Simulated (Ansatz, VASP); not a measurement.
**One calculation of Pb, two programs**

```
Pb
1.0
     3.61255    0.00000    0.00000
    -1.80628    3.12856    0.00000
     0.00000    0.00000    5.97062
Pb
2
Direct
  0.33333 0.66667 0.25000
  0.66667 0.33333 0.75000
```

Alike in both runs: task single point; functional PBE; k mesh 15 × 15 × 8; occupations gaussian, width 0.1 eV; no spin polarisation.

```csv
,VASP,Ansatz
version,VASP 6.6.1,Ansatz 0.2.0
potentials or method,"VASP PAW PBE potentials, release 64 (Pb_d)","scalar-relativistic, plane waves, PAW"
plane-wave cutoff (eV),520,420
valence electrons in the cell,28,28
```

```tsv
	VASP	Ansatz	Ansatz less VASP
gap on the k mesh at the Fermi level (eV)	none	none	-
pressure (GPa)	-2.1	-2.0	+0.06
largest component of the traceless stress (GPa)	0.06	0.06	-0.001
```

A gap of «none» marks a metal or a gap that the smearing closes.

The runs have no spin-orbit coupling, so splittings on Pb are missing.
